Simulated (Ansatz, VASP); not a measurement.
## Two plane-wave programs on KF (Carobbiite)

POSCAR

```
KF
1.0
    0.0000000000      2.6046770225      2.6046770225
    2.6046770225      0.0000000000      2.6046770225
    2.6046770225      2.6046770225      0.0000000000
K F
1 1
Direct
    0.0000000000      0.0000000000      0.0000000000
    0.5000000000      0.5000000000      0.5000000000
```

Contents of INCAR.step1:

```
PREC = Accurate
ENCUT = 520
ISMEAR = 0
SIGMA = 0.01
LREAL = F
LASPH = T
NELM = 100
NBANDS = 15
GGA = PE
ALGO = Normal
EDIFF = 1E-4
LWAVE = T
LCHARG = F
```

File INCAR.step2:

```
PREC = Accurate
ENCUT = 520
EDIFF = 1E-6
ISMEAR = 0
SIGMA = 0.01
LREAL = F
LASPH = T
NELM = 100
ALGO = Normal
ISIF = 2
LWAVE = F
LCHARG = F
METAGGA = R2SCAN
LMIXTAU = T
NBANDS = 15
ISTART = 1
```

The input KPOINTS:

```
regular mesh
0
Gamma
  8 8 8
```

Input for Ansatz:

```yaml
crystal:
  lattice:
    - [0.0, 2.6046770225, 2.6046770225]
    - [2.6046770225, 0.0, 2.6046770225]
    - [2.6046770225, 2.6046770225, 0.0]
  atoms:
    - { symbol: K, position: [0.0, 0.0, 0.0] }
    - { symbol: F, position: [0.5, 0.5, 0.5] }
kpoints:
  mp_grid: { grid: [8, 8, 8] }
hamiltonian:
  xc: r2scan
scf:
  occupations: { method: fixed }
  n_extra_bands: 4
output:
  forces: true
  stress: true
  eigenvalues: true
```

Alike in both runs: task single point; functional r2SCAN; k mesh 8 × 8 × 8; no spin polarisation.

|  | VASP | Ansatz |
| --- | --- | --- |
| version | VASP 6.6.1 | Ansatz 0.2.0 |
| potentials or method | VASP PAW PBE potentials, release 64 (K_sv, F) | plane waves, PAW |
| plane-wave cutoff (eV) | 520 | 500 |
| occupations | gaussian, width 0.01 eV | fixed |
| valence electrons in the cell | 16 | 16 |

```tsv
	VASP	Ansatz	Ansatz less VASP
gap on the k mesh at the Fermi level (eV)	7.26	7.26	+0.001
pressure (GPa)	2.6	2.6	-0.01
```

Caveats: the PAW data sets were made with another functional, which shifts forces and pressure a little (VASP). A k mesh can miss the band edges. r2SCAN opens gaps a little over a GGA but as a rule still falls short of measured ones.
